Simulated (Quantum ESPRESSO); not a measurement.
RuS2 (Laurite):

```xyz
12
Lattice="5.6106 0.0000 0.0000 0.0000 5.6106 0.0000 0.0000 0.0000 5.6106" Properties=species:S:1:pos:R:3 pbc="T T T"
Ru    0.0000    2.8053    2.8053
Ru    2.8053    2.8053    0.0000
Ru    2.8053    0.0000    2.8053
Ru    0.0000    0.0000    0.0000
S     2.1787    0.6266    4.9840
S     0.6266    4.9840    2.1787
S     4.9840    2.1787    0.6266
S     3.4319    3.4319    3.4319
S     3.4319    4.9840    0.6266
S     4.9840    0.6266    3.4319
S     0.6266    3.4319    4.9840
S     2.1787    2.1787    2.1787
```

```yaml
Program: Quantum ESPRESSO 7.5
Task: single point
Functional: PBE
Potentials_or_basis: SSSP 1.3 efficiency PBE
Cutoff: 816 eV
Density_cutoff: 5987 eV
k_mesh: 5 × 5 × 5
Occupations: fermi-dirac, width 0.05 eV
Spin: no spin polarisation
```

On this cell: pressure 3.6 GPa; largest force 0.247 eV/Å; band gap on the k mesh 0.76 eV, indirect (least direct gap 0.97 eV).

The same run follows on a disturbed copy (atoms moved at random, drawn with an rms of 0.05 Å):

```xyz
12
Lattice="5.6106 0.0000 0.0000 0.0000 5.6106 0.0000 0.0000 0.0000 5.6106" Properties=species:S:1:pos:R:3 pbc="T T T"
Ru   -0.0056    2.7757    2.7749
Ru    2.7818    2.7748    0.0452
Ru    2.7942   -0.0058    2.8024
Ru   -0.0079    0.0312   -0.0164
S     2.1525    0.5861    4.9629
S     0.6447    5.0199    2.1975
S     4.9780    2.1350    0.6201
S     3.4694    3.4675    3.4591
S     3.4529    4.9169    0.6120
S     5.0058    0.6102    3.4086
S     0.6616    3.4004    4.9743
S     2.1694    2.1413    2.1316
```

Task: What changes?

Result: The energy moves by +17.5 meV/atom; pressure 4.2 GPa; largest force 1.509 eV/Å; band gap on the k mesh 0.53 eV, indirect (least direct gap 0.80 eV).

Forces on the atoms (eV/Å):
```
Ru   0.464  0.431  0.421
Ru   0.882 -0.154 -1.215
Ru   0.535 -0.073 -0.141
Ru   0.202 -1.214  0.022
S    0.231  0.486  0.171
S   -0.059 -0.941 -0.700
S   -0.199  0.407  0.183
S   -0.433 -0.696 -0.285
S   -0.318  0.612  0.426
S   -0.615  0.545  0.413
S   -0.531  0.353 -0.063
S   -0.159  0.245  0.770
```

Stress tensor (GPa, compression positive):
```
 4.39 -0.27 -0.39
-0.27  4.16 -0.04
-0.39 -0.04  3.93
```

Caveats: an odd mesh through Γ misses points on the zone boundary, where band edges often lie.
